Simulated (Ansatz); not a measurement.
Rh: band structure with r2SCAN

Rh:

```
Rh
1.0
     0.00000    1.89785    1.89785
     1.89785    0.00000    1.89785
     1.89785    1.89785    0.00000
Rh
1
Direct
  0.00000 0.00000 0.00000
```

```yaml
Program: Ansatz 0.2.0
Task: band structure
Functional: r2SCAN
Potentials_or_basis: Ansatz PAW
Cutoff: "500 eV (not typed: the program's choice for these potentials)"
k_mesh: 12 × 12 × 12
Occupations: fermi-dirac, width 0.05 eV
Spin: spin-orbit coupling, no magnetisation
Path: "[[\"G\", \"X\", \"W\", \"K\", \"G\", \"L\", \"U\", \"W\", \"L\", \"K\"], [\"U\", \"X\"]]"
Points_for_each_segment_of_the_path: 14
```

The pressure is 1.0 GPa and the band gap on the k mesh is none (metal or under the smearing width).

Levels at the corners of the path, in eV from the Fermi level:
```
point  band 13  band 14  band 15  band 16  band 17  band 18  band 19  band 20
    Γ    -3.33    -3.33    -3.08    -3.08    -1.10    -1.10    -1.10    -1.10
    X     0.45     0.45     0.91     0.91     1.16     1.16     3.45     3.45
    W    -3.97    -3.97    -1.31    -1.31     1.03     1.03     9.91     9.91
    K    -2.17    -2.17    -0.80    -0.80     0.39     0.39     8.25     8.25
    Γ    -3.33    -3.33    -3.08    -3.08    -1.10    -1.10    -1.10    -1.10
    L    -3.21    -3.21     0.47     0.47     0.64     0.64     0.86     0.86
    U    -2.17    -2.17    -0.80    -0.80     0.39     0.39     8.25     8.25
    W    -3.97    -3.97    -1.31    -1.31     1.03     1.03     9.91     9.91
    L    -3.21    -3.21     0.47     0.47     0.64     0.64     0.86     0.86
    K    -2.17    -2.17    -0.80    -0.80     0.39     0.39     8.25     8.25
    U    -2.17    -2.17    -0.80    -0.80     0.39     0.39     8.25     8.25
    X     0.45     0.45     0.91     0.91     1.16     1.16     3.45     3.45
```

Run time: 8.2 s on 2 threads of Arm Neoverse V2, with other jobs on the host, peak memory 0.39 GiB.

Caveat: the PAW data sets come from PBE, with cores solved anew for the run's functional, which leaves a small shift of forces and pressure.
